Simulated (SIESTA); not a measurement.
The system is Ru.

```
Ru
1.0
     2.70580    0.00000    0.00000
    -1.35290    2.34329    0.00000
     0.00000    0.00000    4.28190
Ru
2
Direct
  0.66667 0.33333 0.75000
  0.33333 0.66667 0.25000
```

Base run:

* Program: SIESTA 5.4.2
* Functional: PBE
* Potentials or basis: PseudoDojo 0.4 standard (PBE files)
* Basis: DZDP (energy shift 0.01 Ry)
* Grid cutoff: 800 Ry
* Energy shift: 0.01 Ry
* k mesh: 11 × 11 × 6
* Occupations: fermi-dirac, width 0.05 eV
* Spin: no spin polarisation

Its results: band gap on the k mesh none (metal or under the smearing width); pressure 4.7 GPa.

Task: After a change of settings the same cell gave: band gap on the k mesh none (metal or under the smearing width); pressure -7.3 GPa. Which change was it?
A. basis from DZDP (energy shift 0.01 Ry) to SZ (energy shift 0.02 Ry); energy shift from 0.01 Ry to 0.02 Ry
B. basis from DZDP (energy shift 0.01 Ry) to TZDP (energy shift 0.02 Ry); energy shift from 0.01 Ry to 0.02 Ry
C. basis from DZDP (energy shift 0.01 Ry) to DZ (energy shift 0.01 Ry)
D. basis from DZDP (energy shift 0.01 Ry) to DZP (energy shift 0.003 Ry; two zetas on semicore shells); energy shift from 0.01 Ry to 0.003 Ry

Result: C.

Caveats: semicore shells carry a single zeta, which can move pressures by several GPa and volumes by a few percent; the basis of atomic orbitals isn't converged, which shifts pressures, moduli and gaps; the basis has no polarisation orbitals (some runs).

Not every run made on this cell is shown here.
